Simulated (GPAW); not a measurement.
Wanted: an ASE script for a GPAW 26.7.0 run.

| Quantity | Value |
| --- | --- |
| Task | band structure |
| Functional | vdW-DF-cx |
| Potentials or basis | GPAW PAW data sets (gpaw-data 1.2.1) |
| Cutoff | 600 eV |
| Basis | pw |
| k mesh | 11 × 11 × 11 |
| Occupations | fermi-dirac, width 0.05 eV |
| Spin | spin-orbit coupling, no magnetisation |
| Maxiter | 150 |
| Band path | GXWKGLUWLK,UX |
| Band points | 60 |
| spin axis theta (degrees) | 90 |
| spin axis phi (degrees) | 45 |
| Soc after scf | second variation |

Au:

```
CELL_PARAMETERS angstrom
0.00000 2.03500 2.03500
2.03500 0.00000 2.03500
2.03500 2.03500 0.00000
ATOMIC_POSITIONS crystal
Au 0.00000 0.00000 0.00000
```

The input as run:

run.py

```python
import numpy as np
from ase import Atoms
from ase.dft.bandgap import bandgap
from ase.io import write
from gpaw import GPAW, PW
from gpaw.spinorbit import soc_eigenstates

atoms = Atoms(['Au'],
              cell=[[0.0, 2.035, 2.035],
                    [2.035, 0.0, 2.035],
                    [2.035, 2.035, 0.0]],
              scaled_positions=[[0.0, 0.0, 0.0]],
              pbc=True)

calc = GPAW(mode=PW(600),
            xc={'name': 'vdW-DF-cx', 'backend': 'libvdwxc'},
            kpts={'size': (11, 11, 11), 'gamma': True},
            occupations={'name': 'fermi-dirac', 'width': 0.05},
            nbands=14,
            convergence={'density': 1e-05, 'energy': 1e-05},
            maxiter=150,
            txt='gpaw.txt')
atoms.calc = calc
energy = atoms.get_potential_energy()
forces = atoms.get_forces()
calc.write('gs.gpw')
write('result.traj', atoms)
print(f'Energy: {energy:.6f} eV')
print('Forces (eV/A):')
print(forces.round(4))
print('Fermi level:', round(calc.get_fermi_level(), 4), 'eV')
print(f'Gap: {bandgap(calc)[0]:.4f} eV, direct: {bandgap(calc, direct=True)[0]:.4f} eV')

path = atoms.cell.bandpath('GXWKGLUWLK,UX', npoints=60, eps=1e-4)
bs_calc = calc.fixed_density(kpts=path, symmetry='off', nbands=21,
                             convergence={'bands': 'CBM+6.0', 'eigenstates': 1e-6}, txt='bands.txt')
bs = bs_calc.band_structure()
bs.write('bs.json')
print(f'Gap on the path: {bandgap(bs_calc)[0]:.4f} eV')

soc = soc_eigenstates(bs_calc, theta=90, phi=45)
np.savetxt('soc_bands.dat', soc.eigenvalues(), fmt='%.4f')
mesh = soc_eigenstates('gs.gpw', theta=90, phi=45)
np.savetxt('soc_mesh.dat', mesh.eigenvalues(), fmt='%.4f')
print('Fermi level with spin-orbit coupling:', round(mesh.fermi_level, 4), 'eV')
```

Potentials or basis: GPAW PAW data sets (gpaw-data 1.2.1), pw.

Command:

```bash
$ OMP_NUM_THREADS=1 python run.py
```

Results of the run:

```yaml
Band_gap_along_the_path: none (metal or under the smearing width)
```

Caveat: spin-orbit coupling was added after a scalar SCF, so levels and gaps hold it while energy, forces, pressure and moments don't; this program's spin-orbit splittings come out too wide for heavy elements; the PAW data sets were made with another functional, which shifts forces and pressure a little.

It took 19 s on 1 thread of AMD EPYC 7B13 (Zen 3) (shared host), peak memory 0.23 GiB.
